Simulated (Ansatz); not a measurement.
# BAs (F-43m): the PBE gap against the k mesh of the density

Aim: see how gap, energy and time of BAs (F-43m) follow the k mesh of the density.

Program: Ansatz 0.2.0. Level of theory: DFT, PBE, plane waves, PAW. Results are calculated unless marked as measured.

Most raw output is cut from this account.

### Step 1. The structure

The structure is cubic, space group F-43m (No. 216). Conventional cell: a = 4.777 Å, b = 4.777 Å, c = 4.777 Å, α = 90.00°, β = 90.00°, γ = 90.00°. Nearest to B lie 4 As at 2.07 Å. As has 4 B at 2.07 Å nearest. Farther neighbours are not listed.

The cell and positions come from the Crystallography Open Database and are kept as given unless a step says otherwise. The default PAW set here is soft_2. Its files were made with PBE.

### Step 2. k mesh of the density: 2×2×2

File input.yaml:

```yaml
crystal:
  lattice:
    - [0.0, 2.3885, 2.3885]
    - [2.3885, 0.0, 2.3885]
    - [2.3885, 2.3885, 0.0]
  atoms:
    - { symbol: B, position: [0.0, 0.0, 0.0] }
    - { symbol: As, position: [0.25, 0.25, 0.25] }
kpoints:
  mp_grid: { grid: [2, 2, 2] }
  band_path:
    path:
      - [0.0, 0.0, 0.0]
      - [-0.5, -0.5, 0.0]
      - [-0.375, -0.375, 0.25]
      - [-0.375, 0.0, 0.375]
      - [0.0, 0.0, 0.5]
      - [-0.5, -0.25, 0.25]
      - [-0.4, -0.4, 0.0]
    npoints: 1
hamiltonian:
  xc: pbe
scf:
  occupations: { method: fixed }
  n_extra_bands: 4
output:
  eigenvalues: true
  write_density: true
  write_potential: true
  elf: true
  volumetric_format: npy
```

On the command line:

```bash
$ ansatz run input.yaml --threads 3 --pin off --max-ram 92160MiB --backend cuda --events-out ev --progress --plain --runs-dir out --devices 1 --max-vram 13GiB  # rebuilt from the run's record
```

Run time: 3.5 s. Hardware: 1 × NVIDIA H100 80GB HBM3 (shared by 6 runs) with 3 threads of AMD EPYC 7R13 (Zen 3), shared host; peak memory 0.88 GiB.

This step gave:

```yaml
gap: 1.063 eV
valence_top_at: Γ
conduction_bottom_at: k = (-0.400, -0.400, 0.000)
least_direct_gap: 3.147 eV
```

The gap is indirect, with the least direct gap 2.08 eV higher.

### Step 3. k mesh of the density: 4×4×4

Edit input.yaml of step 2 so:

```diff
@@ -9,3 +9,3 @@
 kpoints:
-  mp_grid: { grid: [2, 2, 2] }
+  mp_grid: { grid: [4, 4, 4] }
   band_path:
```

Elapsed: 3.1 s, on 1 × NVIDIA H100 80GB HBM3 (shared by 6 runs) with 3 threads; peak memory 0.88 GiB.

Numbers from this step:

| Quantity | Value |
| --- | --- |
| gap | 1.170 eV |
| valence top at | Γ |
| conduction bottom at | k = (-0.400, -0.400, 0.000) |
| least direct gap | 3.264 eV |

The gap is 1.170 eV, +0.107 eV from the run before at this level.

### Step 4. k mesh of the density: 8×8×8 (the default)

input.yaml, the sections that differ from step 3:

```yaml
kpoints:
  mp_grid: { grid: [8, 8, 8] }
  band_path:
    path:
      - [[0.0, 0.0, 0.0], [-0.5, -0.5, 0.0], [-0.375, -0.375, 0.25]]
      - [[-0.375, 0.0, 0.375], [0.0, 0.0, 0.0], [0.0, 0.0, 0.5], [-0.5, -0.25, 0.25], [-0.5, -0.5, 0.0]]
    npoints: 10
scf:
  occupations: { method: fermi_dirac, width: 0.02 }
  n_extra_bands: 4
# crystal, hamiltonian, output: as in step 3
```

Wall time 6.1 s (1 × NVIDIA H100 80GB HBM3 (shared by 6 runs) with 3 threads); peak memory 0.9 GiB; 3.3 s of CPU time.

Numbers from this step:

| Property | Result |
| --- | --- |
| gap | 1.184 eV |
| valence top at | Γ |
| conduction bottom at | k = (-0.400, -0.400, 0.000) |
| least direct gap | 3.281 eV |

The gap is 1.184 eV, +0.014 eV from the run before at this level.

### Step 5. k mesh of the density: 12×12×12

input.yaml, the sections that differ from step 4:

```yaml
kpoints:
  mp_grid: { grid: [12, 12, 12] }
  band_path:
    path:
      - [0.0, 0.0, 0.0]
      - [-0.5, -0.5, 0.0]
      - [-0.375, -0.375, 0.25]
      - [-0.375, 0.0, 0.375]
      - [0.0, 0.0, 0.5]
      - [-0.5, -0.25, 0.25]
      - [-0.4, -0.4, 0.0]
    npoints: 1
scf:
  occupations: { method: fixed }
  n_extra_bands: 4
output:
  eigenvalues: true
# crystal, hamiltonian: as in step 4
```

It took 9.2 s on 1 × NVIDIA H100 80GB HBM3 (shared by 6 runs) with 3 threads; peak memory 0.87 GiB; 5.7 s of CPU time.

This step gave:

```yaml
gap: 1.184 eV
valence_top_at: Γ
conduction_bottom_at: k = (-0.400, -0.400, 0.000)
least_direct_gap: 3.281 eV
```

The gap is 1.184 eV, as in the run before at this level.

### Step 6. The series

Differences are against the last row; a negative gap means that bands overlap, and a run with a band path holds that path's time. Times are wall times on 1 × NVIDIA H100 80GB HBM3 (shared by 6 runs) with 3 threads of AMD EPYC 7R13 (Zen 3), shared host, good to a factor of about two.

```
k mesh of the density  gap (eV)  direct gap (eV)  gap error (eV)  energy error (meV/atom)  irreducible k   time
                2×2×2     1.063            3.147          −0.121                  +1445.7              3  3.5 s
                4×4×4     1.170            3.264          −0.014                    +89.2              8  3.1 s
                8×8×8     1.184            3.281         −0.0004                     +1.2             29  6.1 s
             12×12×12     1.184            3.281          +0.000                     +0.0             72  9.2 s
```

### Step 7. Summary of results

```
2×2×2    : 1.063 eV
4×4×4    : 1.170 eV
8×8×8    : 1.184 eV
12×12×12 : 1.184 eV
```

In words: The gap holds to 0.02 eV from 4×4×4 on. At 2×2×2 the gap is off by −0.121 eV and the energy by +1446 meV/atom. The gap is read over the mesh and added points near the edges, so meshes differ mainly through the density and, for a hybrid, the exchange operator.

[Paths, hosts, dates, memory and timing lines, banners, echoed tables and standing remarks are left out of the program output.]

[Logs are printed without paths, hosts, clocks, repeated set-up lines and the standing remarks that a program may print on its own settings, such as how far it seeks lower states.]

[Runs of the session that timed out or met a known fault of the program may be left out.]

[Cells called generated may have been cut or substituted from an entry of the Crystallography Open Database or the Materials Project.]

[Hosts, paths, dates, database ids (printed as entryN), source tags and the programs' standing remarks are cut or masked in the printed files.]
